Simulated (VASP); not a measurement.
# Mo (Im-3m) in VASP: settings compared

The runs below take Mo through relaxation of cell and atoms, with PBE, PBEsol.

Program: VASP 6.6.1. These are calculated values, not measurements. Logs are shortened: lines on timing, memory, paths and dates and some standing lists are left out, and cuts for length are marked.

### Step 1. Starting point

The structure is cubic, space group Im-3m (No. 229). The conventional cell has a = 3.168 Å, b = 3.168 Å, c = 3.168 Å, α = 90.00°, β = 90.00°, γ = 90.00°. Mo (site symmetry m-3m) is surrounded by 8 Mo at 2.74 Å.

### Step 2. Relaxation of cell and atoms, PBE

File INCAR:

```
PREC = Accurate
ENCUT = 600
EDIFF = 1E-7
ISMEAR = -1
SIGMA = 0.05
LREAL = False
LASPH = True
NELM = 80
ALGO = Fast
ISIF = 3
LWAVE = False
LCHARG = False
GGA = PE
IBRION = 2
NSW = 40
EDIFFG = -0.01
```

File KPOINTS:

```
regular mesh
0
Gamma
  12 12 12
```

File POSCAR:

```
Mo
1.0
   -1.5838089719      1.5838089719      1.5838089719
    1.5838089719     -1.5838089719      1.5838089719
    1.5838089719      1.5838089719     -1.5838089719
Mo
1
Direct
    0.0000000000      0.0000000000      0.0000000000
```

Potentials or basis: VASP PAW PBE potentials, release 64 (Mo_sv).

On the command line:

```
$ cat potpaw_PBE.64/Mo_sv/POTCAR > POTCAR
$ mpirun -np 1 vasp_std > vasp.out
```

OUTCAR:

```text
PREC = Accurate
   ENCUT = 600
   EDIFF = 1E-7
   ISMEAR = -1
   LREAL = False
   LASPH = True
   NELM = 80
   ISIF = 3
   GGA = PE
   IBRION = 2
   NSW = 40
   EDIFFG = -0.01

 ion  position               nearest neighbor table
   1  0.000  0.000  0.000-

  LATTYP: Found a body centered cubic cell.
 ALAT       =     3.1676179438

  Lattice vectors:

 A1 = (  -1.5838089719,   1.5838089719,   1.5838089719)
 A2 = (   1.5838089719,  -1.5838089719,   1.5838089719)
 A3 = (   1.5838089719,   1.5838089719,  -1.5838089719)

Analysis of symmetry for initial positions (statically):
=====================================================================
 Subroutine PRICEL returns:
 Original cell was already a primitive cell.

 Routine SETGRP: Setting up the symmetry group for a
 body centered cubic supercell.

 Subroutine GETGRP returns: Found 48 space group operations
 (whereof 48 operations were pure point group operations)
 out of a pool of 48 trial point group operations.

The static configuration has the point symmetry O_h .

Analysis of symmetry for dynamics (positions and initial velocities):
=====================================================================
 Subroutine PRICEL returns:
 Original cell was already a primitive cell.

 Routine SETGRP: Setting up the symmetry group for a
 body centered cubic supercell.

 Subroutine GETGRP returns: Found 48 space group operations
 (whereof 48 operations were pure point group operations)
 out of a pool of 48 trial point group operations.

The dynamic configuration has the point symmetry O_h .

 Subroutine INISYM returns: Found 48 space group operations
 (whereof 48 operations are pure point group operations),
 and found     1 'primitive' translations

----------------------------------------------------------------------------------------

                                     Primitive cell

  volume of cell :      15.8916

  direct lattice vectors                    reciprocal lattice vectors
    -1.583808972  1.583808972  1.583808972     0.000000000  0.315694638  0.315694638
     1.583808972 -1.583808972  1.583808972     0.315694638  0.000000000  0.315694638
     1.583808972  1.583808972 -1.583808972     0.315694638  0.315694638  0.000000000

  length of vectors
     2.743237609  2.743237609  2.743237609     0.446459639  0.446459639  0.446459639

  position of ions in fractional coordinates (direct lattice)
     0.000000000  0.000000000  0.000000000

  ion indices of the primitive-cell ions
   primitive index   ion index
                 1           1

----------------------------------------------------------------------------------------

 KPOINTS: regular mesh

Automatic generation of k-mesh.
 Grid dimensions read from file:
 generate k-points for:   12   12   12

 Generating k-lattice:

  Cartesian coordinates                     Fractional coordinates (reciprocal lattice)
     0.000000000  0.026307886  0.026307886     0.083333333  0.000000000  0.000000000
     0.026307886  0.000000000  0.026307886     0.000000000  0.083333333  0.000000000
     0.026307886  0.026307886  0.000000000     0.000000000  0.000000000  0.083333333

  Length of vectors
     0.037204970  0.037204970  0.037204970

  Shift w.r.t. Gamma in fractional coordinates (k-lattice)
     0.000000000  0.000000000  0.000000000

 Subroutine IBZKPT returns following result:
 ===========================================

 Found     72 irreducible k-points:

 Following reciprocal coordinates:
            Coordinates               Weight
  0.000000  0.000000  0.000000      1.000000
  0.083333  0.000000  0.000000     12.000000
  0.166667  0.000000  0.000000     12.000000
  0.250000  0.000000  0.000000     12.000000
  0.333333  0.000000  0.000000     12.000000
  0.416667  0.000000  0.000000     12.000000
[... 16 lines left out ...]
  0.333333  0.083333  0.083333     24.000000
  0.416667  0.083333  0.083333     12.000000
 [... further k-points ...]
   k-points           NKPTS =     72   k-points in BZ     NKDIM =     72   number of bands    NBANDS=     11
   number of dos      NEDOS =    301   number of ions     NIONS =      1
   total plane-waves  NPLWV =  13824
   dimension x,y,z NGX =    24 NGY =   24 NGZ =   24
   dimension x,y,z NGXF=    48 NGYF=   48 NGZF=   48
   ions per type =               1
   NGX,Y,Z   is equivalent  to a cutoff of  14.54, 14.54, 14.54 a.u.
   NGXF,Y,Z  is equivalent  to a cutoff of  29.09, 29.09, 29.09 a.u.
 SYSTEM =  unknown system
   PREC   = accura    normal or accurate (medium, high low for compatibility)
   ISTART =      0    job   : 0-new  1-cont  2-samecut
   ICHARG =      2    charge: 1-file 2-atom 10-const
   ISPIN  =      1    spin polarized calculation?
   LNONCOLLINEAR =      F non collinear calculations
   LSORBIT =      F    spin-orbit coupling
   LASPH  =      T    aspherical Exc in radial PAW
   ENCUT  =  600.0 eV  44.10 Ry    6.64 a.u.   5.48  5.48  5.48*2*pi/ulx,y,z
   NELM   =     80;   NELMIN=  2; NELMDL= -5     # of ELM steps
   EDIFF  = 0.1E-06   stopping-criterion for ELM
   LREAL  =      F    real-space projection
   EDIFFG = -.1E-01   stopping-criterion for IOM
   NSW    =     40    number of steps for IOM
   IBRION =      2    ionic relax: 0-MD 1-quasi-New 2-CG
   NFREE  =      1    steps in history (QN), initial steepest desc. (CG)
   ISIF   =      3    stress and relaxation
   ISYM   =      2    0-nonsym 1-usesym 2-fastsym
   POTIM  = 0.5000    time-step for ionic-motion
   TEBEG  =    0.0;   TEEND  =   0.0 temperature during run
   PSTRESS=    0.0 pullay stress
   NELECT =      14.0000    total number of electrons
   NUPDOWN=      -1.0000    fix difference up-down
   EMIN   =  10.00;   EMAX   =-10.00  energy-range for DOS
   EFERMI =   0.00;   METHOD = LEGACY
   ISMEAR =    -1;   SIGMA  =   0.05  broadening in eV -4-tet -1-fermi 0-gaus
   EFERMI_NEDOS =   21; number of points for ismear=-14 and -15
   IALGO  =     68    algorithm
   IMIX   =      4    mixing-type and parameters
     AMIX     =   0.40;   BMIX     =  1.00
     AMIX_MAG =   1.60;   BMIX_MAG =  1.00
  volume/ion in A,a.u.               =      15.89       107.24
  Fermi-wavevector in a.u.,A,eV,Ry     =   1.569380  2.965698 33.510508  2.462953
  Thomas-Fermi vector in A             =   2.671271
   LORBIT       =      0    0 simple, 1 ext, 2 COOP (PROOUT), +10 PAW based schemes
   GGA     = PE    functional components
   LHFCALC =     F    Hartree Fock is set to
   AEXX    =    0.0000 exact exchange contribution
   IVDW    =     0    specifies the selected vdW correction
   LEPSILON=     F    determine dielectric tensor
   LRPA    =     F    only Hartree local field effects (RPA)
 conjugate gradient relaxation of ions
 non-spin polarized calculation
 RMM-DIIS sequential band-by-band and
  energy-cutoff  :      600.00
  volume of cell :       15.89
 maximum number of plane-waves:       555
 NGX is ok and might be reduce to    24
   NGX = 11   NGY = 11   NGZ = 11

--------------------------------------- Ionic step        1  -------------------------------------------

 number of electron      14.0000002 magnetization

 Free energy of the ion-electron system (eV)
  ---------------------------------------------------
  ext. energy  EPLUGINS =         0.00000000
  ---------------------------------------------------
  free energy    TOTEN  =       -10.95129783 eV

  energy without entropy =      -10.94873611  energy(sigma->0) =      -10.95001697

------------------------ aborting loop because EDIFF is reached ----------------------------------------

  FORCE on cell =-STRESS in cart. coord.  units (eV):
  Direction    XX          YY          ZZ          XY          YZ          ZX
  --------------------------------------------------------------------------------------
  -------------------------------------------------------------------------------------
  Total       -0.1443610     -0.1443610     -0.1443610      0.0000000     -0.0000000      0.0000000
  in kB      -14.5543292    -14.5543292    -14.5543292      0.0000000     -0.0000000      0.0000000
  external PRESSURE =     -14.5543292 kB  Pullay stress =       0.0000000 kB

 VOLUME and BASIS-vectors are now :
 -----------------------------------------------------------------------------
  energy-cutoff  :      600.00
  volume of cell :       15.89
      direct lattice vectors                 reciprocal lattice vectors
    -1.583808972  1.583808972  1.583808972     0.000000000  0.315694638  0.315694638
     1.583808972 -1.583808972  1.583808972     0.315694638  0.000000000  0.315694638
     1.583808972  1.583808972 -1.583808972     0.315694638  0.315694638  0.000000000
[... 36 lines left out ...]
 POSITION                                       TOTAL-FORCE (eV/Angst)
 -----------------------------------------------------------------------------------
      0.00000      0.00000      3.14556         0.000000      0.000000     -0.000000
 -----------------------------------------------------------------------------------
    total drift:                               -0.000000      0.000000      0.000000

  FREE ENERGIE OF THE ION-ELECTRON SYSTEM (eV)
  ---------------------------------------------------
  free  energy   TOTEN  =       -10.9486389712 eV

  energy  without entropy=      -10.9462086940  energy(sigma->0) =      -10.94742383

--------------------------------------- Ionic step        3  -------------------------------------------

 number of electron      14.0000002 magnetization

 Free energy of the ion-electron system (eV)
  ---------------------------------------------------
  ext. energy  EPLUGINS =         0.00000000
  ---------------------------------------------------
  free energy    TOTEN  =       -10.95171112 eV

  energy without entropy =      -10.94918149  energy(sigma->0) =      -10.95044630

 E-fermi :  12.3756     XC(G=0): -13.3295

 val. band max:       12.3711868102   @ k =   0.5000   0.5000   0.0833
 cond. band min:      12.4251080762   @ k =  -0.3333   0.3333   0.2500
 fundamental gap:      0.0539212660
 Fermi energy:        12.3756468400

 k-point     1 :       0.0000    0.0000    0.0000
  band No.  band energies     occupation
      1     -48.8573      2.00000
      2     -22.1486      2.00000
      3     -22.1486      2.00000
      4     -22.1486      2.00000
      5       5.2214      2.00000
      6      11.0788      2.00000
      7      11.0788      2.00000
      8      11.0788      2.00000
      9      14.0641      0.00000
     10      14.0641      0.00000
     11      27.2370      0.00000

 k-point     2 :       0.0833    0.0000    0.0000
  band No.  band energies     occupation
      1     -48.8407      2.00000
      2     -22.2453      2.00000
      3     -22.1785      2.00000
      4     -22.1492      2.00000
      5       5.5220      2.00000
      6      10.9112      2.00000
      7      11.0473      2.00000
      8      11.3621      2.00000
      9      13.8309      0.00000
     10      14.0697      0.00000
     11      27.4591      0.00000
[... 295 lines left out ...]
 k-point    24 :       0.4167    0.0833    0.0833
  band No.  band energies     occupation
      1     -48.5988      2.00000
      2     -23.4129      2.00000
      3     -22.6447      2.00000
      4     -22.2498      2.00000
      5       7.7312      2.00000
      6       9.0634      2.00000
      7      12.7230      0.00192
      8      14.2484      0.00000
      9      14.7370      0.00000
     10      18.7009      0.00000
     11      23.3395      0.00000

 [... further k-points ...]

------------------------ aborting loop because EDIFF is reached ----------------------------------------

  FORCE on cell =-STRESS in cart. coord.  units (eV):
  Direction    XX          YY          ZZ          XY          YZ          ZX
  --------------------------------------------------------------------------------------
  -------------------------------------------------------------------------------------
  Total        0.0019024      0.0019024      0.0019024      0.0000000      0.0000000     -0.0000000
  in kB        0.1929078      0.1929078      0.1929078      0.0000000      0.0000000     -0.0000000
  external PRESSURE =       0.1929078 kB  Pullay stress =       0.0000000 kB

 VOLUME and BASIS-vectors are now :
 -----------------------------------------------------------------------------
  energy-cutoff  :      600.00
  volume of cell :       15.80
      direct lattice vectors                 reciprocal lattice vectors
    -1.580775964  1.580775964  1.580775964     0.000000000  0.316300356  0.316300356
     1.580775964 -1.580775964  1.580775964     0.316300356  0.000000000  0.316300356
     1.580775964  1.580775964 -1.580775964     0.316300356  0.316300356  0.000000000

 POSITION                                       TOTAL-FORCE (eV/Angst)
 -----------------------------------------------------------------------------------
      0.00000      0.00000      0.00000        -0.000000     -0.000000      0.000000
 -----------------------------------------------------------------------------------
    total drift:                               -0.000000      0.000000      0.000000

  FREE ENERGIE OF THE ION-ELECTRON SYSTEM (eV)
  ---------------------------------------------------
  free  energy   TOTEN  =       -10.9517111174 eV

  energy  without entropy=      -10.9491814866  energy(sigma->0) =      -10.95044630

 reached required accuracy - stopping structural energy minimisation
```

It took 37 s on 1 thread of AMD EPYC 7R13 (Zen 3), shared host; peak memory 0.12 GiB.

Results:

```yaml
Free_energy: -10.9517 eV
Relaxed_volume: 15.80 Å³/atom
Relaxed_cell: a = 2.738 Å, b = 2.738 Å, c = 2.738 Å, α = 109.47°, β = 109.47°, γ = 109.47°
Space_group_after_relaxing_to_0.05_Å: Im-3m (No. 229)
Energy_gained_by_relaxing: 0.4 meV/atom
Ionic_steps: 3
Pressure_after_relaxing: 0.0 GPa
Band_gap_on_the_k_mesh: none (metal or under the smearing width)
```

Step by step:
| step | energy change (eV) | largest force (eV/Å) | pressure (GPa) | volume (Å³) |
| --- | --- | --- | --- | --- |
| 1 | 0.0000 | 0.0000 | -1.46 | 15.89 |
| 2 | 0.0027 | 0.0000 | 4.27 | 15.56 |
| 3 | -0.0004 | 0.0000 | 0.02 | 15.80 |

Final structure:
```
CELL_PARAMETERS angstrom
-1.58078 1.58078 1.58078
1.58078 -1.58078 1.58078
1.58078 1.58078 -1.58078
ATOMIC_POSITIONS crystal
Mo 0.00000 0.00000 0.00000
```

(Part 1 of 2 ends here.)
